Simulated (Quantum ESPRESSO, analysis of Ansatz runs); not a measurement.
# A hop of O in In2O3 (R-3c), charge 0 (Quantum ESPRESSO), part 3 of 3

How high is the barrier when O changes place in In2O3 (R-3c)? The case: V_O hop (2.8 Å), charge 0, in a cell of 80 host atoms with 1 O taken out.

Quantum ESPRESSO 7.5; Quantum ESPRESSO plane-wave DFT, PBEsol, GBRV 1.5 PBEsol potentials; nudged elastic band between two relaxed defect structures.

So far: The starting structure; Relaxation of the start point, charge 0; Relaxation of the end point, charge 0.

### Step 4. Nudged elastic band, charge 0

3 movable images are laid between the ends by interpolation. Each image feels the true force across the path and a spring force along it. The highest image is set to climb to the top of the path.

This step: Quantum ESPRESSO plane-wave DFT, PBEsol, GBRV 1.5 PBEsol potentials; nudged elastic band between two relaxed defect structures.

Input file neb.in:

```
BEGIN
BEGIN_PATH_INPUT
&PATH
  restart_mode = 'from_scratch'
  string_method = 'neb'
  nstep_path = 45
  ds = 1.5
  opt_scheme = 'broyden'
  num_of_images = 5
  k_max = 0.3
  k_min = 0.2
  CI_scheme = 'auto'
  path_thr = 0.06
/
END_PATH_INPUT
BEGIN_ENGINE_INPUT
&CONTROL
  prefix = 'pwscf'
  outdir = './tmp'
  pseudo_dir = './pseudo'
  disk_io = 'low'
/
&SYSTEM
  ibrav = 0
  nat = 79
  ntyp = 2
  ecutwfc = 36
  ecutrho = 288
  nbnd = 353
  occupations = 'fixed'
  nosym = .true.
/
&ELECTRONS
  conv_thr = 8d-08
  electron_maxstep = 100
  mixing_beta = 0.5
/
ATOMIC_SPECIES
In   114.8180 in_pbesol_v1.4.uspp.F.UPF
O     15.9990 o_pbesol_v1.2.uspp.F.UPF
CELL_PARAMETERS angstrom
   5.4978745703    3.1741994431    9.6511633505
  -5.4978745703    3.1741994431    9.6511633505
   0.0000000000   -6.3483986861    9.6511633503
BEGIN_POSITIONS
FIRST_IMAGE
ATOMIC_POSITIONS crystal
In     0.3194626902    0.3212974225    0.3259879371
In     0.4289216741    0.4302206808    0.4284698541
In     0.1788283191    0.1790696749    0.1797590698
In     0.0689182512    0.0715404344    0.0723670658
O      0.0226822368    0.3755544263    0.2265019687
O      0.3783549221    0.2322254374    0.0124823589
O      0.2267250922    0.0235465231    0.3749407435
O      0.4748652256    0.1297654566    0.2688574988
O      0.2666037793    0.4767272245    0.1324352138
O      0.1235888072    0.2729671293    0.4784624609
In     0.3079954671    0.3180175124    0.8277950385
In     0.4215567502    0.4327943042    0.9414188610
In     0.1770346288    0.1787274262    0.6805777515
In     0.0711638777    0.0709121619    0.5720290999
O      0.0218844133    0.3760974815    0.7269158043
O      0.3736127187    0.2278642540    0.5256173939
O      0.2271243260    0.0246996220    0.8755666712
O      0.4781340846    0.1302263593    0.7724527820
O      0.2794326215    0.4754845230    0.6265381406
O      0.1169900048    0.2741224621    0.9827758419
In     0.3204178962    0.8225922001    0.3197588426
In     0.4265630957    0.9349113502    0.4256370425
In     0.1770968919    0.6793859992    0.1803508131
In     0.0695730068    0.5719614198    0.0705143047
O      0.0224160383    0.8754876720    0.2269106910
O      0.3738769827    0.7260942535    0.0221618745
O      0.2267935443    0.5238677041    0.3764422329
O      0.4757898228    0.6263588387    0.2727081162
O      0.2735066986    0.9801288369    0.1230836269
O      0.1257569437    0.7719946698    0.4776586637
In     0.3208314154    0.8216174994    0.8206025933
In     0.4285973429    0.9293357479    0.9285233703
In     0.1804375534    0.6795546929    0.6780587188
In     0.0713899178    0.5713678892    0.5719605229
O      0.0228028319    0.8744619977    0.7269273978
O      0.3761928502    0.7270939312    0.5222073671
O      0.2369116668    0.5185867811    0.8710066939
O      0.4769671330    0.6204944495    0.7713241876
O      0.2732693902    0.9773018614    0.6248587321
O      0.1263193588    0.7707287765    0.9758538654
In     0.8213877245    0.3217335402    0.3198306083
In     0.9296741594    0.4291961725    0.4279653158
In     0.6774758884    0.1795931551    0.1779918433
In     0.5713846191    0.0714062356    0.0689349030
O      0.5224802793    0.3747891480    0.2275853273
O      0.8729561654    0.2271096475    0.0226463649
O      0.7266624760    0.0249969502    0.3741083932
O      0.9767002608    0.1241891161    0.2749977368
O      0.7708745628    0.4779818951    0.1257814325
O      0.6237603990    0.2756104839    0.4814605777
In     0.8210292127    0.3208157169    0.8203297254
In     0.9235322346    0.4296467346    0.9299374364
In     0.6877875019    0.1647884803    0.6748147971
In     0.5695722967    0.0706986931    0.5695083930
O      0.8736346212    0.2272244561    0.5240471592
O      0.7271683986    0.0237914648    0.8732302037
O      0.9767067736    0.1245012306    0.7736283270
O      0.7681068502    0.4754988409    0.6255360819
O      0.6230023268    0.2754272329    0.9697598420
In     0.8209715305    0.8232631121    0.3196561918
In     0.9298453317    0.9275956944    0.4283901820
In     0.6773618715    0.6799722731    0.1782033942
In     0.5688504138    0.5721513112    0.0723388258
O      0.5226367713    0.8763276188    0.2265945481
O      0.8744684849    0.7274025086    0.0227746278
O      0.7253903185    0.5238799434    0.3757288874
O      0.9744141369    0.6266868004    0.2728711796
O      0.7716348465    0.9788388743    0.1238019177
O      0.6224755448    0.7801975375    0.4774773181
In     0.8235729001    0.8161258750    0.8229264283
In     0.9296372432    0.9283442586    0.9290611449
In     0.6799109399    0.6801776468    0.6799064380
In     0.5746130396    0.5861635349    0.5615878472
O      0.5212203595    0.8754635325    0.7281230358
O      0.8752894648    0.7259443761    0.5228026363
O      0.7238336108    0.5229405546    0.8758458336
O      0.9803916427    0.6212985121    0.7745472367
O      0.7720563096    0.9708736704    0.6267803817
O      0.6244131346    0.7737979291    0.9760744607
INTERMEDIATE_IMAGE
ATOMIC_POSITIONS crystal
In     0.3194852887    0.3214983300    0.3247634048
In     0.4285419216    0.4301530891    0.4285494751
[... 77 atom lines left out ...]
INTERMEDIATE_IMAGE
ATOMIC_POSITIONS crystal
In     0.3195078873    0.3216992374    0.3235388725
In     0.4281621692    0.4300854974    0.4286290962
[... 77 atom lines left out ...]
INTERMEDIATE_IMAGE
ATOMIC_POSITIONS crystal
In     0.3195304859    0.3219001449    0.3223143402
In     0.4277824167    0.4300179057    0.4287087172
[... 77 atom lines left out ...]
LAST_IMAGE
ATOMIC_POSITIONS crystal
In     0.3195530845    0.3221010523    0.3210898079
In     0.4274026642    0.4299503140    0.4287883383
[... 3 atom lines left out ...]
O      0.3699264435    0.2381713397    0.0181805574
[... 4 atom lines left out ...]
In     0.3266499889    0.3092334879    0.8175964692
In     0.4403956989    0.4229618440    0.9321322208
[... 5 atom lines left out ...]
O      0.4816649955    0.1182983807    0.7735781997
O      0.2713411494    0.4793916246    0.6297788451
[... 4 atom lines left out ...]
In     0.0606727670    0.5757372956    0.0855932312
[... 8 atom lines left out ...]
In     0.1736695476    0.6889662810    0.6644265801
[... 2 atom lines left out ...]
O      0.3720625562    0.7284621528    0.5234231080
O      0.5114270468    0.3795930071    0.7316906513
O      0.4687628952    0.6241935458    0.7748084793
[... 20 atom lines left out ...]
O      0.6311985101    0.2678271897    0.9763825914
[... 13 atom lines left out ...]
In     0.5678225041    0.5725055335    0.5708210420
[... 5 atom lines left out ...]
O      0.6248505621    0.7719762035    0.9774069040
END_POSITIONS
K_POINTS gamma
END_ENGINE_INPUT
END
```

Started as:

```bash
$ OMP_NUM_THREADS=1 mpirun -n 4 neb.x -ni 2 -inp neb.in > neb.out
```

What it wrote:

```text
[shortened: banners, details of potentials and solvers, and blank lines are left out]
[banner, memory and clock lines left out]
     path-images division:  nimage    =       2
     initial path length           =  5.0827 bohr
     initial inter-image distance  =  1.2707 bohr
     string_method                 =    neb
     restart_mode                  =    from_scratch
     opt_scheme                    =    broyden
     num_of_images                 =    5
     nstep_path                    =    45
     CI_scheme                     =    auto
     first_last_opt                =    F
     use_freezing                  =    F
     ds                            =    1.5000 a.u.
     k_max                         =    0.3000 a.u.
     k_min                         =    0.2000 a.u.
     path_thr                      =    0.0600 eV / A
     ------------------------------ iteration   1 ------------------------------
     activation energy (->) =   2.325994 eV
     activation energy (<-) =   2.326075 eV
     image        energy (eV)        error (eV/A)        frozen
         1     -78628.4054996            0.017950            T
         2     -78627.2555915            3.438012            F
         3     -78626.0795058            5.081676            F
         4     -78627.2569931            2.822148            F
         5     -78628.4055807            0.015666            T
     climbing image =  3
     path length          =  5.083 bohr
     inter-image distance =  1.271 bohr
     ------------------------------ iteration   2 ------------------------------
     activation energy (->) =   1.289228 eV
     activation energy (<-) =   1.289309 eV
     image        energy (eV)        error (eV/A)        frozen
         1     -78628.4054996            0.017950            T
         2     -78627.5626750            1.766454            F
         3     -78627.1162719            1.636880            F
         4     -78627.5631386            1.405272            F
         5     -78628.4055807            0.015666            T
     climbing image =  3
     path length          =  5.149 bohr
[...]
------------------------------ iteration   3 ------------------------------
     activation energy (->) =   1.032485 eV
     activation energy (<-) =   1.032566 eV
     image        energy (eV)        error (eV/A)        frozen
         1     -78628.4054996            0.017950            T
         2     -78627.6931633            0.717709            F
         3     -78627.3730150            1.108586            F
         4     -78627.6937503            0.704299            F
         5     -78628.4055807            0.015666            T
     climbing image =  3
     path length          =  5.212 bohr
[...]
------------------------------ iteration   4 ------------------------------
     activation energy (->) =   0.856864 eV
     activation energy (<-) =   0.856946 eV
     image        energy (eV)        error (eV/A)        frozen
         1     -78628.4054996            0.017950            T
         2     -78627.7574778            0.347726            F
         3     -78627.5486351            0.565614            F
         4     -78627.7581939            0.348523            F
         5     -78628.4055807            0.015666            T
     climbing image =  3
     path length          =  5.310 bohr
[...]
------------------------------ iteration   5 ------------------------------
     activation energy (->) =   0.786631 eV
     activation energy (<-) =   0.786712 eV
     image        energy (eV)        error (eV/A)        frozen
         1     -78628.4054996            0.017950            T
         2     -78627.7836021            0.239704            F
         3     -78627.6188690            0.361971            F
         4     -78627.7843477            0.241385            F
         5     -78628.4055807            0.015666            T
     climbing image =  3
     path length          =  5.363 bohr
[...]
------------------------------ iteration   6 ------------------------------
     activation energy (->) =   0.716699 eV
     activation energy (<-) =   0.716781 eV
     image        energy (eV)        error (eV/A)        frozen
         1     -78628.4054996            0.017950            T
         2     -78627.8076568            0.116996            F
         3     -78627.6888002            0.221188            F
         4     -78627.8084012            0.114728            F
         5     -78628.4055807            0.015666            T
     climbing image =  3
     path length          =  5.447 bohr
[...]
------------------------------ iteration   7 ------------------------------
     activation energy (->) =   0.683645 eV
     activation energy (<-) =   0.683726 eV
     image        energy (eV)        error (eV/A)        frozen
         1     -78628.4054996            0.017950            T
         2     -78627.8163399            0.082254            F
         3     -78627.7218549            0.159204            F
         4     -78627.8170245            0.082602            F
         5     -78628.4055807            0.015666            T
     climbing image =  3
     path length          =  5.518 bohr
[...]
------------------------------ iteration   8 ------------------------------
     activation energy (->) =   0.669548 eV
     activation energy (<-) =   0.669629 eV
     image        energy (eV)        error (eV/A)        frozen
         1     -78628.4054996            0.017950            T
         2     -78627.8195902            0.066230            F
         3     -78627.7359515            0.113140            F
         4     -78627.8202451            0.066642            F
         5     -78628.4055807            0.015666            T
     climbing image =  3
     path length          =  5.541 bohr
[...]
------------------------------ iteration   9 ------------------------------
     activation energy (->) =   0.640817 eV
     activation energy (<-) =   0.640898 eV
     image        energy (eV)        error (eV/A)        frozen
         1     -78628.4054996            0.017950            T
         2     -78627.8261298            0.077457            F
         3     -78627.7646831            0.056254            F
         4     -78627.8266947            0.072278            F
         5     -78628.4055807            0.015666            T
     climbing image =  3
     path length          =  5.633 bohr
[...]
------------------------------ iteration  10 ------------------------------
     activation energy (->) =   0.636221 eV
     activation energy (<-) =   0.636302 eV
     image        energy (eV)        error (eV/A)        frozen
         1     -78628.4054996            0.017950            T
         2     -78627.8286233            0.040252            F
         3     -78627.7692784            0.055814            F
         4     -78627.8291801            0.042290            F
         5     -78628.4055807            0.015666            T
     climbing image =  3
     path length          =  5.646 bohr
     inter-image distance =  1.411 bohr
     neb: convergence achieved in  10 iterations
```

Wall time 67 min (4 MPI ranks of Arm Neoverse V1, shared host); peak memory 3.3 GiB.

Images along the path:

```tsv
image	path (Å)	energy (eV)	O37: x, y, z (Å)
0	0.000	0.0000	-1.549, -3.131, 15.698
1	0.816	0.5769	-1.072, -2.569, 15.696
2	1.493	0.6362	-0.620, -2.115, 15.680
3	2.171	0.5763	0.000, -1.950, 15.664
4	2.988	-0.0001	0.725, -1.817, 15.661
```

Read from the output:

* barrier forward: 0.6362 eV
* barrier backward: 0.6363 eV
* end less start: -8.11e-5 eV
* hop length: 2.626 Å

The band met its tolerance of 0.06 eV/Å after 10 iterations, with image 2 on top (the start counts as 0). O37, which moves farthest between the ends, has 4 In at 2.14 to 2.24 Å nearest at the start and 4 In at 2.12 to 2.29 Å at the top.

### Step 5. Summary of results

| Quantity | Value |
| --- | --- |
| barrier forward | 0.64 eV |
| barrier backward | 0.64 eV |
| end less start | 0.00 eV |
| hop length | 2.63 Å |
| band iterations, as the log counts them | 10 |

The top of the band lies 0.64 eV above the start and 0.64 eV above the end, which are alike in energy and neighbours. With an assumed prefactor of 1e13 per second it gives one hop a second along this one path at about 250 K; whether such hops link up through the crystal wasn't checked. The order of the top as a saddle was not checked for all atoms, so a bent path could be lower. Keep in mind: sampling at the zone centre alone can move energies of charged and open-shell states by tenths of an eV or more in cells of this size; spin–orbit coupling, which can matter with heavy atoms, is left out. The cutoff of 36 Ry is under the 40 Ry advised for these potentials.

[Logs are printed without paths, hosts, clocks, repeated set-up lines and the standing remarks that a program may print on its own settings, such as how far it seeks lower states.]

[Hosts, paths, dates, database ids (printed as entryN), source tags and the programs' standing remarks are cut or masked in the printed files.]
